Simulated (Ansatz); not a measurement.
Set up this calculation in Ansatz 0.2.0, as the native input.

| Property | Result |
| --- | --- |
| Task | phonons |
| Functional | PBE |
| Potentials or basis | Ansatz PAW |
| Cutoff | 420 eV (not typed: the program's choice for these potentials) |
| k mesh | 10 × 10 × 3 |
| Occupations | fermi-dirac, width 0.05 eV |
| Spin | collinear spin, ferromagnetic start |
| Starting moments | [2.0, 2.0, 2.0, 2.0] μB |

Crystal: Co.

```
Co
1.0
     2.47056    0.00000    0.00000
    -1.23528    2.13957    0.00000
     0.00000    0.00000    8.08823
Co
4
Direct
  0.66667 0.33333 0.75000
  0.00000 0.00000 0.50000
  0.33333 0.66667 0.25000
  0.00000 0.00000 0.00000
```

These files were run (other wordings do the same):

input.yaml

```yaml
crystal:
  lattice:
    - [2.4705617809, 0.0, 0.0]
    - [-1.2352808905, 2.1395692639, 0.0]
    - [0.0, 0.0, 8.0882338]
  atoms:
    - { symbol: Co, position: [0.6666666667, 0.3333333333, 0.75], spin: 2.0 }
    - { symbol: Co, position: [0.0, 0.0, 0.5], spin: 2.0 }
    - { symbol: Co, position: [0.3333333333, 0.6666666667, 0.25], spin: 2.0 }
    - { symbol: Co, position: [0.0, 0.0, 0.0], spin: 2.0 }
hamiltonian:
  xc: pbe
  pseudopotentials: { kind: paw }
magnetization:
  spin_polarized: true
kpoints:
  mp_grid: { grid: [10, 10, 3] }
scf:
  occupations: { method: fermi_dirac, width: 0.05 }
phonons:
  method: dfpt
```

Potentials or basis: Ansatz PAW.

Command:

```console
$ ansatz run input.yaml --threads 2 --pin off --max-ram 5120MiB --backend cpu --events-out ev --progress --plain --runs-dir out
```

It gave:

```
Band gap on the k mesh        : none (metal or under the smearing width)
Net moment                    : 6.67 μB per cell
Absolute moment               : 7.27 μB per cell
Site moments                  : Co +1.74, +1.73 μB
Highest phonon frequency at Γ : 242 cm⁻¹
```

Wall time 99 s on 2 threads of Arm Neoverse V1, with other jobs on the host, peak memory 1.2 GiB.
